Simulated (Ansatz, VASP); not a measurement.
KI in VASP and in Ansatz

INCAR

```
PREC = Accurate
ENCUT = 520
EDIFF = 1E-6
ISMEAR = -1
SIGMA = 0.02
LREAL = False
LASPH = True
NELM = 80
ALGO = Normal
ISIF = 2
LWAVE = False
LCHARG = False
GGA = PE
NBANDS = 15
```

KPOINTS

```
Automatic mesh
0
Gamma
  6 6 6
```

POSCAR

```
KI
1.0
    0.0000000000      3.5442842980      3.7399287912
    3.5442842980      0.0000000000      3.7399287912
    3.5442842980      3.5442842980      0.0000000000
K I
1 1
Direct
    0.0000000000      0.0000000000      0.0000000000
    0.5000000000      0.5000000000      0.5000000000
```

Input for Ansatz:

```yaml
crystal:
  lattice:
    - [0.0, 3.544284298, 3.7399287912]
    - [3.544284298, 0.0, 3.7399287912]
    - [3.544284298, 3.544284298, 0.0]
  atoms:
    - { symbol: K, position: [0.0, 0.0, 0.0] }
    - { symbol: I, position: [0.5, 0.5, 0.5] }
kpoints:
  mp_grid: { grid: [6, 6, 6] }
  band_path:
    path:
      - [0.0, 0.0, 0.0]
      - [0.5, 0.0, 0.5]
      - [0.625, 0.25, 0.625]
      - [0.375, 0.375, 0.75]
      - [0.5, 0.5, 0.5]
      - [0.5, 0.25, 0.75]
    npoints: 1
hamiltonian:
  xc: pbe
scf:
  occupations: { method: fermi_dirac, width: 0.02 }
  n_extra_bands: 4
output:
  forces: true
  stress: true
  eigenvalues: true
```

Change from the starting cell: uniaxial_z strain +5.5%.

Alike in both runs: task single point; functional PBE; k mesh 6 × 6 × 6; occupations fermi-dirac, width 0.02 eV; no spin polarisation.

|  | VASP | Ansatz |
| --- | --- | --- |
| version | VASP 6.6.1 | Ansatz 0.2.0 |
| potentials or method | VASP PAW PBE potentials, release 64 (K_sv, I) | plane waves, PAW |
| plane-wave cutoff (eV) | 520 | 420 |
| valence electrons in the cell | 16 | 26 |

|  | VASP | Ansatz | Ansatz less VASP |
| --- | --- | --- | --- |
| gap on the k mesh at the Fermi level (eV) | 3.82 | 3.82 | +0.004 |
| pressure (GPa) | 0.0 | -0.1 | -0.03 |
| largest component of the traceless stress (GPa) | 0.61 | 0.60 | -0.008 |

With one functional, cell and mesh, what is left measures potentials, basis and numerics. The two sets of potentials don't hold the same shells in valence.

Caveats: spin-orbit coupling is left out, which moves the levels of the heavy elements.
